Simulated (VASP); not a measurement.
A run of VASP 6.6.1:

POSCAR

```
KI
1.0
    4.2909401140      0.0000000000      0.0000000000
    0.0000000000      4.2909401140      0.0000000000
    0.0000000000      0.0000000000      4.2909401140
K I
1 1
Direct
    0.0000000000      0.0000000000      0.0000000000
    0.5000000000      0.5000000000      0.5000000000
```

INCAR.step1

```
  ALGO = Normal
  EDIFF = 1E-5
  ENCUT = 520
  GGA = PE
  ISIF = 2
  ISMEAR = 0
  LASPH = True
  LCHARG = False
  LREAL = False
  LWAVE = True
  NBANDS = 15
  NELM = 100
  PREC = Accurate
  SIGMA = 0.01
```

The input INCAR.step2:

```
  ALGO = Normal
  EDIFF = 1E-6
  ENCUT = 520
  GGA = PE
  HFSCREEN = 0.2079
  ISIF = 2
  ISMEAR = 0
  ISTART = 1
  LASPH = True
  LCHARG = False
  LHFCALC = True
  LREAL = False
  LWAVE = False
  NBANDS = 15
  NELM = 100
  PREC = Accurate
  PRECFOCK = Normal
  SIGMA = 0.01
```

The input KPOINTS:

```
k-points
0
Gamma
  4 4 4
```

Potentials or basis: VASP PAW PBE potentials, release 64 (K_sv, I).

Run with:

```bash
$ cat potpaw_PBE.64/K_sv/POTCAR potpaw_PBE.64/I/POTCAR > POTCAR
$ cp INCAR.step1 INCAR
$ mpirun -np 1 vasp_std > vasp.out
$ cp INCAR.step2 INCAR
$ mpirun -np 1 vasp_std > vasp.out
```

Hardware: 1 thread of Intel(R) Xeon(R) Platinum 8488C (Sapphire Rapids), with other jobs on the host.

Question: How long does it take, and how much memory?

Answer: Run time: 3.8 min on 1 thread of Intel(R) Xeon(R) Platinum 8488C (Sapphire Rapids) (shared host), peak memory 0.29 GiB. Counts: scf iterations 9, k points 10.
